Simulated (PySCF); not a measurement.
Geometries of 3 isomers of [C4H10N]+ (charge +1), from PySCF, PBE0-D3(BJ)/def2-SVP geometry optimisation, gas phase. One conformer each, no zero-point energy, no frequencies.

Question: Which isomer lies lowest at this level?
A.
```xyz
15
angstrom
C      1.851   -0.587   -0.143
N      0.554   -0.253    0.470
C     -0.692   -1.011    0.054
C     -1.488    0.299    0.053
C     -0.146    1.038    0.094
H      2.144   -1.601    0.161
H      1.752   -0.540   -1.235
H      2.606    0.136    0.193
H      0.649   -0.299    1.491
H     -0.963   -1.809    0.757
H     -0.523   -1.437   -0.945
H     -2.121    0.484   -0.822
H     -2.087    0.441    0.963
H      0.009    1.839    0.828
H      0.222    1.359   -0.890
```
B.
```xyz
15
angstrom
C      1.999   -0.366   -0.309
C      0.794    0.471   -0.360
N     -0.401    0.173    0.016
C     -0.800   -1.109    0.592
C     -1.491    1.143   -0.103
H      2.420   -0.429   -1.327
H      1.860   -1.374    0.094
H      2.761    0.165    0.288
H      0.909    1.483   -0.768
H     -1.614   -1.529   -0.016
H     -1.173   -0.936    1.612
H      0.035   -1.812    0.621
H     -1.120    2.077   -0.540
H     -2.280    0.720   -0.740
H     -1.906    1.339    0.896
```
C.
```xyz
15
angstrom
C      0.459    0.847    0.834
C      1.275   -0.082   -0.060
C      0.280   -1.156   -0.490
N     -1.085   -0.488   -0.368
C     -0.865    0.932    0.102
H      0.320    0.417    1.840
H      0.914    1.838    0.964
H      2.143   -0.521    0.449
H      1.652    0.465   -0.937
H      0.276   -2.028    0.176
H      0.409   -1.507   -1.521
H     -1.659   -0.996    0.314
H     -1.609   -0.520   -1.249
H     -0.793    1.561   -0.796
H     -1.728    1.256    0.698
```

Answer: C. That is `C1CC[NH2+]C1`, 12.1 kcal/mol below the next.

```
      SMILES                 atoms numbered as above      E (Eh)  relative (kcal/mol)  relative (kJ/mol)  dipole about centre of mass (D)
C1CC[NH2+]C1  [CH2:1]1[CH2:2][CH2:3][NH2+:4][CH2:5]1  -212.56305                  0.0                0.0                             3.43
 CC=[N+](C)C    [CH3:1][CH:2]=[N+:3]([CH3:4])[CH3:5]  -212.54374                 12.1               50.7                             0.45
 C[NH+]1CCC1   [CH3:1][NH+:2]1[CH2:3][CH2:4][CH2:5]1  -212.53017                 20.6               86.3                             1.54
```

As drawn, the highest has a four-membered ring, which the lowest lacks.
